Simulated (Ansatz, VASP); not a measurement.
# SiC in VASP and in Ansatz

Contents of INCAR:

```
SYSTEM = SiC
PREC = Accurate ; ENCUT = 520
EDIFF = 1E-7 ; ISMEAR = -1
SIGMA = 0.02 ; LREAL = .FALSE.
LASPH = .TRUE. ; NELM = 100
ALGO = Fast ; ISIF = 2
LWAVE = .FALSE. ; LCHARG = .FALSE.
GGA = PE ; NBANDS = 11
```

KPOINTS

```
Automatic mesh
0
G
  10 10 10
  0 0 0
```

File POSCAR:

```
SiC
1.0
    0.0000000000      2.1780523476      2.2338104877
    2.1780523476      0.0000000000      2.2338104877
    2.1780523476      2.1780523476      0.0000000000
Si C
1 1
Direct
    0.0000000000      0.0000000000      0.0000000000
    0.2500000000      0.2500000000      0.2500000000
```

Input for Ansatz:

```yaml
crystal:
  lattice:
    - [0.0, 2.1780523476, 2.2338104877]
    - [2.1780523476, 0.0, 2.2338104877]
    - [2.1780523476, 2.1780523476, 0.0]
  atoms:
    - { symbol: Si, position: [0.0, 0.0, 0.0] }
    - { symbol: C, position: [0.25, 0.25, 0.25] }
kpoints:
  mp_grid: { grid: [10, 10, 10] }
  band_path:
    path:
      - [0.0, 0.0, 0.0]
      - [-0.5, -0.5, 0.0]
      - [-0.375, -0.375, 0.25]
      - [-0.375, 0.0, 0.375]
      - [0.0, 0.0, 0.5]
      - [-0.5, -0.25, 0.25]
    npoints: 1
hamiltonian:
  xc: pbe
scf:
  occupations: { method: fermi_dirac, width: 0.02 }
  n_extra_bands: 4
output:
  forces: true
  stress: true
  eigenvalues: true
```

Change from the starting cell: uniaxial_z strain +2.6%.

Alike in both runs: task single point; functional PBE; k mesh 10 × 10 × 10; occupations fermi-dirac, width 0.02 eV; no spin polarisation.

|  | VASP | Ansatz |
| --- | --- | --- |
| version | VASP 6.6.1 | Ansatz 0.2.0 |
| potentials or method | VASP PAW PBE potentials, release 64 (Si, C) | plane waves, PAW |
| plane-wave cutoff (eV) | 520 | 420 |
| valence electrons in the cell | 8 | 8 |

|  | VASP | Ansatz | Ansatz less VASP |
| --- | --- | --- | --- |
| gap on the k mesh at the Fermi level (eV) | 1.25 | 1.25 | +0.002 |
| pressure (GPa) | -2.0 | -1.9 | +0.04 |
| largest component of the traceless stress (GPa) | 4.54 | 4.53 | -0.012 |

A k mesh can miss the band edges.
